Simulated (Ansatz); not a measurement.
CsBr:
```
CELL_PARAMETERS angstrom
      4.38983     0.00000     0.00000
      0.00000     4.38983     0.00000
      0.00000     0.00000     4.38983
ATOMIC_POSITIONS crystal
  Cs 0.00000 0.00000 0.00000
  Br 0.50000 0.50000 0.50000
```

Relaxed with PBE. Special points in fractions of this cell's reciprocal vectors: Γ (0.000, 0.000, 0.000); X (0.000, 0.500, 0.000); M (0.500, 0.500, 0.000); R (0.500, 0.500, 0.500).

**Question.** List the band energies nearest the valence-band maximum at these points for PBE in the plane-wave PAW code Ansatz.

**Answer.** In eV from the valence-band maximum; about four levels below and three above (degenerate sets whole), none deeper than 8.9 eV; points with the same levels are listed once.

```tsv
k	below	above
Γ	-6.50 -6.50 -6.50 -0.02 -0.02 -0.02	4.25 4.98 4.98
X	-6.42 -6.42 -1.19 -0.17 -0.17	5.90 6.96 7.37
M	-6.37 -0.56 -0.56 0.00	5.22 5.45 7.15 7.15
R	-6.84 -6.84 -6.84 -1.02 -1.02 -1.02	8.00 8.00 8.00
```

Space group Pm-3m (CsCl type). Symmetry was held in the PBE relaxation. Scalar-relativistic: spin–orbit coupling is off unless named, which matters more the heavier the elements.

Potentials: the later of the program's two PAW sets.
